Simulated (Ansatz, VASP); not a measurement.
MgS: VASP beside Ansatz

```
CELL_PARAMETERS angstrom
0.00000 2.60165 2.60165
2.60165 0.00000 2.60165
2.60165 2.60165 0.00000
ATOMIC_POSITIONS crystal
Mg 0.01332 0.01332 0.01332
S 0.50000 0.50000 0.50000
```

Alike in both runs: task electric field gradients; functional PBE; k mesh 10 × 10 × 10; occupations fermi-dirac, width 0.03 eV; no spin polarisation.

|  | VASP | Ansatz |
| --- | --- | --- |
| version | VASP 6.6.1 | Ansatz 0.2.0 |
| potentials or method | VASP PAW PBE potentials, release 64 (Mg, S) | PAW with Ansatz's default frozen-core files, scalar-relativistic |
| plane-wave cutoff (eV) | 520 | 420 |
| valence electrons in the cell | 8 | 16 |

|  | VASP | Ansatz | Ansatz less VASP |
| --- | --- | --- | --- |
| gap on the k mesh at the Fermi level (eV) | 2.77 | 2.79 | +0.015 |
| pressure (GPa) | 1.3 | 1.6 | +0.30 |
| largest component of the traceless stress (GPa) | 0.07 | 0.07 | 0.000 |
| rms of the force components (eV/Å) | 0.194 | 0.194 | -0.0001 |
| Vzz of the field gradient on the site that differs most (V/Å²) | 1.1 | 1.2 | +0.09 |

Atom by atom the forces differ by 0.000 eV/Å (rms over components). The two sets of potentials don't hold the same shells in valence.

A k mesh can miss the band edges.
